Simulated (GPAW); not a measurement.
# CdTe (F-43m) in GPAW: a series of runs

The runs below take CdTe through elastic constants, band structure, with SOGGA, vdW-DF.

Program: GPAW 26.7.0. These are calculated values, not measurements. Logs are shortened: lines on timing, memory, paths and dates and some standing lists are left out, and cuts for length are marked. The log counts tension as positive stress, the text compression.

**What was measured.**

From a printed reference work, data compilation, for a bulk crystal of CdTe at 0 K: band gap 1.607 eV.

The runs below are set against these values where they give the same quantity.

### 1 The structure

Symmetry: F-43m, No. 216, cubic system. The conventional cell has a = 6.410 Å, b = 6.410 Å, c = 6.410 Å, α = 90.00°, β = 90.00°, γ = 90.00°. Te (site symmetry -43m) has 4 Cd at 2.78 Å as nearest neighbours. Around Cd (site symmetry -43m) lie 4 Te at 2.78 Å.

### 2 Elastic constants, SOGGA, 32.92 Å³/atom

Input file run.py:

```python
import json
import numpy as np
import spglib
from ase import Atoms
from ase.constraints import FixSymmetry
from ase.filters import FrechetCellFilter
from ase.io import read, write
from ase.optimize import BFGS
from ase.stress import full_3x3_to_voigt_6_stress, voigt_6_to_full_3x3_strain, voigt_6_to_full_3x3_stress
from ase.units import GPa
from gpaw import GPAW, PW, setup_paths

setup_paths.insert(0, '.')

atoms = read('CdTe.cif')
cell, positions, numbers = spglib.find_primitive(
    (atoms.cell[:], atoms.get_scaled_positions(), atoms.numbers), symprec=1e-4)
atoms = Atoms(numbers, cell=cell, scaled_positions=positions, pbc=True)

calc = GPAW(mode=PW(600),
            xc='GGA_X_SOGGA+GGA_C_PBE_SOL',
            kpts={'size': (7, 7, 7), 'gamma': True},
            occupations={'name': 'fermi-dirac', 'width': 0.05},
            nbands=18,
            convergence={'density': 1e-06, 'eigenstates': 1e-09},
            maxiter=150,
            txt='gpaw.txt')
atoms.calc = calc
atoms.set_constraint(FixSymmetry(atoms))
BFGS(FrechetCellFilter(atoms), trajectory='relax.traj', logfile='-').run(fmax=0.005, steps=40)
atoms.set_constraint()
energy = atoms.get_potential_energy()
forces = atoms.get_forces()
stress = atoms.get_stress()
calc.write('gs.gpw')
write('result.traj', atoms)
print('Cell:', atoms.cell.cellpar().round(4))
print(atoms.get_scaled_positions().round(5))

gpts = tuple(int(n) for n in calc.get_number_of_grid_points())
cell = atoms.cell[:].T
dataset = spglib.get_symmetry((atoms.cell[:], atoms.get_scaled_positions(), atoms.numbers), symprec=1e-4)
rotations = [cell @ w @ np.linalg.inv(cell) for w in dataset['rotations']]
strains, clamped, relaxed = [], [], []
for v in [0, 3]:
    for e in (-0.01, 0.01):
        voigt = np.zeros(6)
        voigt[v] = e
        F = voigt_6_to_full_3x3_strain(voigt)
        a = atoms.copy()
        a.set_cell(atoms.cell[:] @ F, scale_atoms=True)
        c = GPAW(mode=PW(600),
                 xc='GGA_X_SOGGA+GGA_C_PBE_SOL',
                 kpts={'size': (7, 7, 7), 'gamma': True},
                 occupations={'name': 'fermi-dirac', 'width': 0.05},
                 nbands=18,
                 convergence={'density': 1e-06, 'eigenstates': 1e-09},
                 maxiter=150,
                 gpts=gpts,
                 txt=f'strain-{v}{e:+.3f}.txt')
        a.calc = c
        s0 = s1 = a.get_stress() - stress
        BFGS(a, logfile=None).run(fmax=0.003, steps=25)
        s1 = a.get_stress() - stress
        print(v, e, 'clamped', (s0 / GPa).round(3), 'relaxed', (s1 / GPa).round(3), flush=True)
        for R in rotations:  # images under the point group
            eps = R @ (F - np.eye(3)) @ R.T
            strains.append(full_3x3_to_voigt_6_stress(eps) * [1, 1, 1, 2, 2, 2])
            for s, rows in ((s0, clamped), (s1, relaxed)):
                rows.append(full_3x3_to_voigt_6_stress(R @ voigt_6_to_full_3x3_stress(s) @ R.T))

C0, C = (np.linalg.lstsq(np.array(strains), np.array(s), rcond=None)[0].T / GPa for s in (clamped, relaxed))
print('Clamped-ion Cij (GPa):')
print(C0.round(1))
print('Relaxed-ion Cij (GPa):')
print(C.round(1))
json.dump({'clamped': C0.tolist(), 'relaxed': C.tolist()}, open('elastic.json', 'w'))
```

Input file CdTe.cif:

```cif
data_CdTe
_cell_length_a 6.41000000
_cell_length_b 6.41000000
_cell_length_c 6.41000000
_cell_angle_alpha 90.00000000
_cell_angle_beta 90.00000000
_cell_angle_gamma 90.00000000
_space_group_name_H-M_alt 'F-43m'
_space_group_name_Hall 'F -4 2 3'
_space_group_IT_number 216
loop_
_space_group_symop_operation_xyz
'x,y,z'
'y,-x,-z'
'-x,-y,z'
'-y,x,-z'
'x,-y,-z'
'y,x,z'
'-x,y,-z'
'-y,-x,z'
'z,x,y'
'-z,y,-x'
'z,-x,-y'
'-z,-y,x'
'-z,x,-y'
'z,y,x'
'-z,-x,y'
'z,-y,-x'
'y,z,x'
'-x,-z,y'
'-y,z,-x'
'x,-z,-y'
'-y,-z,x'
'x,z,y'
'y,-z,-x'
'-x,z,-y'
'x,y+1/2,z+1/2'
'y,-x+1/2,-z+1/2'
'-x,-y+1/2,z+1/2'
'-y,x+1/2,-z+1/2'
'x,-y+1/2,-z+1/2'
'y,x+1/2,z+1/2'
'-x,y+1/2,-z+1/2'
'-y,-x+1/2,z+1/2'
'z,x+1/2,y+1/2'
'-z,y+1/2,-x+1/2'
'z,-x+1/2,-y+1/2'
'-z,-y+1/2,x+1/2'
'-z,x+1/2,-y+1/2'
'z,y+1/2,x+1/2'
'-z,-x+1/2,y+1/2'
'z,-y+1/2,-x+1/2'
'y,z+1/2,x+1/2'
'-x,-z+1/2,y+1/2'
'-y,z+1/2,-x+1/2'
'x,-z+1/2,-y+1/2'
'-y,-z+1/2,x+1/2'
'x,z+1/2,y+1/2'
'y,-z+1/2,-x+1/2'
'-x,z+1/2,-y+1/2'
'x+1/2,y,z+1/2'
'y+1/2,-x,-z+1/2'
'-x+1/2,-y,z+1/2'
'-y+1/2,x,-z+1/2'
'x+1/2,-y,-z+1/2'
'y+1/2,x,z+1/2'
'-x+1/2,y,-z+1/2'
'-y+1/2,-x,z+1/2'
'z+1/2,x,y+1/2'
'-z+1/2,y,-x+1/2'
'z+1/2,-x,-y+1/2'
'-z+1/2,-y,x+1/2'
'-z+1/2,x,-y+1/2'
'z+1/2,y,x+1/2'
'-z+1/2,-x,y+1/2'
'z+1/2,-y,-x+1/2'
'y+1/2,z,x+1/2'
'-x+1/2,-z,y+1/2'
'-y+1/2,z,-x+1/2'
'x+1/2,-z,-y+1/2'
'-y+1/2,-z,x+1/2'
'x+1/2,z,y+1/2'
'y+1/2,-z,-x+1/2'
'-x+1/2,z,-y+1/2'
'x+1/2,y+1/2,z'
'y+1/2,-x+1/2,-z'
'-x+1/2,-y+1/2,z'
'-y+1/2,x+1/2,-z'
'x+1/2,-y+1/2,-z'
'y+1/2,x+1/2,z'
'-x+1/2,y+1/2,-z'
'-y+1/2,-x+1/2,z'
'z+1/2,x+1/2,y'
'-z+1/2,y+1/2,-x'
'z+1/2,-x+1/2,-y'
'-z+1/2,-y+1/2,x'
'-z+1/2,x+1/2,-y'
'z+1/2,y+1/2,x'
'-z+1/2,-x+1/2,y'
'z+1/2,-y+1/2,-x'
'y+1/2,z+1/2,x'
'-x+1/2,-z+1/2,y'
'-y+1/2,z+1/2,-x'
'x+1/2,-z+1/2,-y'
'-y+1/2,-z+1/2,x'
'x+1/2,z+1/2,y'
'y+1/2,-z+1/2,-x'
'-x+1/2,z+1/2,-y'
loop_
_atom_site_label
_atom_site_type_symbol
_atom_site_symmetry_multiplicity
_atom_site_Wyckoff_symbol
_atom_site_fract_x
_atom_site_fract_y
_atom_site_fract_z
_atom_site_occupancy
Te1 Te 4 c 0.2500000000 0.2500000000 0.2500000000 1
Cd1 Cd 4 a 0.0000000000 0.0000000000 0.0000000000 1
```

Potentials or basis: PAW data sets generated in the run's folder for this functional, pw.

The run is started by

```
$ gpaw-setup -f GGA_X_SOGGA+GGA_C_PBE_SOL Cd Te
$ OMP_NUM_THREADS=1 python run.py
```

gpaw.txt:

```text
__  _  _
 | _ |_)|_||  |
 |__||  | ||/\| - 26.7.0

Input parameters:
  mode=PW(ecut=600.0),
  convergence={'density': 1e-06, 'eigenstates': 1e-09},
  kpts=MonkhorstPack(size=(7, 7, 7), gamma=True),
  maxiter=150,
  nbands=18,
  occupations=Occupations(name='fermi-dirac', width=0.05),
  xc=XC(name='GGA_X_SOGGA+GGA_C_PBE_SOL')

Diagonalizing LCAO Hamiltonian
Converting LCAO to pw mode

            Te

       Cd

Atoms  # Å, Bohr magnetons
|   | symbol |        x |        y |        z |    initial magnetic moments |
|---|--------|----------|----------|----------|-----------------------------|
| 0 |     Te | 1.602500 | 1.602500 | 1.602500 | ( 0.0000,  0.0000,  0.0000) |
| 1 |     Cd | 0.000000 | 0.000000 | 0.000000 | ( 0.0000,  0.0000,  0.0000) |

Unit cell  # Å
| periodic |        x |        y |        z |  lengths |    angles |
|----------|----------|----------|----------|----------|-----------|
|      yes | 0.000000 | 3.205000 | 3.205000 | 4.532554 | 60.000000 |
|      yes | 3.205000 | 0.000000 | 3.205000 | 4.532554 | 60.000000 |
|      yes | 3.205000 | 3.205000 | 0.000000 | 4.532554 | 60.000000 |

Number of symmetries: 24
Symmetry operations  # r_c * U_cc + t_c -> r_c
|    | kind |            matrix            |
|----|------|------------------------------|
|  0 |  E   |  1, 0, 0,  0, 1, 0,  0, 0, 1 |
|  1 |  σ   |  1, 0, 0,  0, 0, 1,  0, 1, 0 |
|  2 |  σ   |  1, 0,-1,  0, 1,-1,  0, 0,-1 |
|  3 |  C3  |  1, 0,-1,  0, 0,-1,  0, 1,-1 |
|  4 |  C3  |  1,-1, 0,  0,-1, 1,  0,-1, 0 |
|  5 |  σ   |  1,-1, 0,  0,-1, 0,  0,-1, 1 |
|  6 |  σ   |  0, 1, 0,  1, 0, 0,  0, 0, 1 |
|  7 |  C3  |  0, 1, 0,  0, 0, 1,  1, 0, 0 |
[... 203 lines left out ...]
Gap: 0.746 eV
Transition (v -> c):
  (s=0, k=0, n=8, [0.00, 0.00, 0.00]) -> (s=0, k=0, n=9, [0.00, 0.00, 0.00])
No difference between direct/indirect transitions

Stress tensor  # eV/Ang^3
|         x |         y |         z |
|-----------|-----------|-----------|
| -0.007132 |  0.000000 |  0.000000 |
|  0.000000 | -0.007132 |  0.000000 |
|  0.000000 |  0.000000 | -0.007132 |

Forces  # eV/Ang
|       x |       y |       z |
|---------|---------|---------|
| 0.00000 | 0.00000 | 0.00000 |  # Te   0
| 0.00000 | 0.00000 | 0.00000 |  # Cd   1

Interpolating wave functions to new cell

            Te

       Cd

Atoms  # Å, Bohr magnetons
|   | symbol |        x |        y |        z |    initial magnetic moments |
|---|--------|----------|----------|----------|-----------------------------|
| 0 |     Te | 1.605190 | 1.605190 | 1.605190 | ( 0.0000,  0.0000,  0.0000) |
| 1 |     Cd | 0.000000 | 0.000000 | 0.000000 | ( 0.0000,  0.0000,  0.0000) |

Unit cell  # Å
| periodic |        x |        y |        z |  lengths |    angles |
|----------|----------|----------|----------|----------|-----------|
|      yes | 0.000000 | 3.210380 | 3.210380 | 4.540163 | 60.000000 |
|      yes | 3.210380 | 0.000000 | 3.210380 | 4.540163 | 60.000000 |
|      yes | 3.210380 | 3.210380 | 0.000000 | 4.540163 | 60.000000 |
[... 214 lines left out ...]
Gap: 0.732 eV
Transition (v -> c):
  (s=0, k=0, n=8, [0.00, 0.00, 0.00]) -> (s=0, k=0, n=9, [0.00, 0.00, 0.00])
No difference between direct/indirect transitions

Stress tensor  # eV/Ang^3
|         x |         y |         z |
|-----------|-----------|-----------|
| -0.005647 |  0.000000 |  0.000000 |
|  0.000000 | -0.005647 |  0.000000 |
|  0.000000 |  0.000000 | -0.005647 |

Forces  # eV/Ang
|       x |        y |        z |
|---------|----------|----------|
| 0.00000 | -0.00000 | -0.00000 |  # Te   0
| 0.00000 | -0.00000 | -0.00000 |  # Cd   1

Interpolating wave functions to new cell

            Te

       Cd

Atoms  # Å, Bohr magnetons
|   | symbol |        x |        y |        z |    initial magnetic moments |
|---|--------|----------|----------|----------|-----------------------------|
| 0 |     Te | 1.615710 | 1.615710 | 1.615710 | ( 0.0000,  0.0000,  0.0000) |
| 1 |     Cd | 0.000000 | 0.000000 | 0.000000 | ( 0.0000,  0.0000,  0.0000) |

Unit cell  # Å
| periodic |        x |        y |        z |  lengths |    angles |
|----------|----------|----------|----------|----------|-----------|
|      yes | 0.000000 | 3.231419 | 3.231419 | 4.569917 | 60.000000 |
|      yes | 3.231419 | 0.000000 | 3.231419 | 4.569917 | 60.000000 |
|      yes | 3.231419 | 3.231419 | 0.000000 | 4.569917 | 60.000000 |
[... 161 lines left out ...]
SCF iterations
|iter     | |      energy | eigst |  dens |
|---------|-|-------------|-------|-------|
|iter:   1| |   -5.884489 | -1.58 |       |
|iter:   2| |   -5.879617 | -3.98 | -1.77 |
|iter:   3| |   -5.857483 | -3.01 | -1.82 |
|iter:   4| |   -5.856960 | -4.23 | -2.55 |
|iter:   5| |   -5.856940c| -4.83 | -2.89 |
|iter:   6| |   -5.856941c| -6.32 | -3.68 |
|iter:   7| |   -5.856941c| -7.70 | -4.29 |
|iter:   8| |   -5.856941c| -8.52 | -4.67 |
|iter:   9| |   -5.856941c| -9.13c| -5.66 |
|iter:  10| |   -5.856941c| -9.87c| -6.26c|

Converged in 10 steps
Energy contributions relative to reference atoms: (reference = -336813.093628)

Energy contributions:
  Kinetic:          16.557425
  Coulomb:         -15.222248
  Zero:              0.239030
  External:          0.000000
  Xc:               -7.431142
  Entropy:          -0.000010
  Spinorbit:         0.000000
  ----------------------------
  Free energy:      -5.856946
  Extrapolated:     -5.856941

dipole moment: (-25.971988, -25.971988, -25.971988)  # |e|*Ang

Fermi level: 4.044
Eigenvalues  # (at kpt = [0.000, 0.000, 0.000])
| band index |      eig [eV] | occ [0-2] |
|------------|---------------|-----------|
|          0 |        -7.579 |     2.000 |
|          1 |        -4.564 |     2.000 |
|          2 |        -4.564 |     2.000 |
|          3 |        -4.564 |     2.000 |
|          4 |        -4.291 |     2.000 |
|          5 |        -4.291 |     2.000 |
[... 13 lines left out ...]
Gap: 0.674 eV
Transition (v -> c):
  (s=0, k=0, n=8, [0.00, 0.00, 0.00]) -> (s=0, k=0, n=9, [0.00, 0.00, 0.00])
No difference between direct/indirect transitions

Stress tensor  # eV/Ang^3
|         x |         y |         z |
|-----------|-----------|-----------|
| -0.000185 |  0.000000 | -0.000000 |
|  0.000000 | -0.000185 |  0.000000 |
| -0.000000 |  0.000000 | -0.000185 |

Forces  # eV/Ang
|       x |       y |       z |
|---------|---------|---------|
| 0.00000 | 0.00000 | 0.00000 |  # Te   0
| 0.00000 | 0.00000 | 0.00000 |  # Cd   1

Interpolating wave functions to new cell

            Te

       Cd

Atoms  # Å, Bohr magnetons
|   | symbol |        x |        y |        z |    initial magnetic moments |
|---|--------|----------|----------|----------|-----------------------------|
| 0 |     Te | 1.616073 | 1.616073 | 1.616073 | ( 0.0000,  0.0000,  0.0000) |
| 1 |     Cd | 0.000000 | 0.000000 | 0.000000 | ( 0.0000,  0.0000,  0.0000) |

Unit cell  # Å
| periodic |        x |        y |        z |  lengths |    angles |
|----------|----------|----------|----------|----------|-----------|
|      yes | 0.000000 | 3.232147 | 3.232147 | 4.570946 | 60.000000 |
|      yes | 3.232147 | 0.000000 | 3.232147 | 4.570946 | 60.000000 |
|      yes | 3.232147 | 3.232147 | 0.000000 | 4.570946 | 60.000000 |
[... 213 lines left out ...]
Gap: 0.672 eV
Transition (v -> c):
  (s=0, k=0, n=8, [0.00, 0.00, 0.00]) -> (s=0, k=0, n=9, [0.00, 0.00, 0.00])
No difference between direct/indirect transitions

Stress tensor  # eV/Ang^3
|         x |         y |         z |
|-----------|-----------|-----------|
| -0.000004 | -0.000000 | -0.000000 |
| -0.000000 | -0.000004 | -0.000000 |
| -0.000000 | -0.000000 | -0.000004 |

Forces  # eV/Ang
|        x |        y |        z |
|----------|----------|----------|
| -0.00000 | -0.00000 | -0.00000 |  # Te   0
| -0.00000 |  0.00000 |  0.00000 |  # Cd   1

# Writing to gs.gpw (mode='')
```

Wall time 5.4 min (1 thread of Arm Neoverse V2, shared host); peak memory 0.44 GiB.

What came out:

```
Free energy                                  : -5.8570 eV
Relaxed volume                               : 33.77 Å³/atom
Relaxed cell                                 : a = 4.571 Å, b = 4.571 Å, c = 4.571 Å, α = 60.00°, β = 60.00°, γ = 60.00°
Space group after relaxing (to 0.05 Å)       : F-43m (No. 216)
Pressure after relaxing                      : 0.0 GPa
Band gap on the k mesh                       : 0.67 eV, direct
Elastic constants C11, C12, C44              : 54, 37, 21 GPa
Voigt bulk modulus                           : 43 GPa
Bulk modulus (Hill)                          : 43 GPa
Shear modulus (Hill)                         : 15 GPa
Young's modulus                              : 39 GPa
Poisson's ratio (from the elastic constants) : 0.35
```

Caveat: the density grid can change from cell to cell, which puts small steps into energies and stress; spin-orbit coupling is left out, which moves the levels of the heavy elements.

(Part 1 of 2 ends here.)
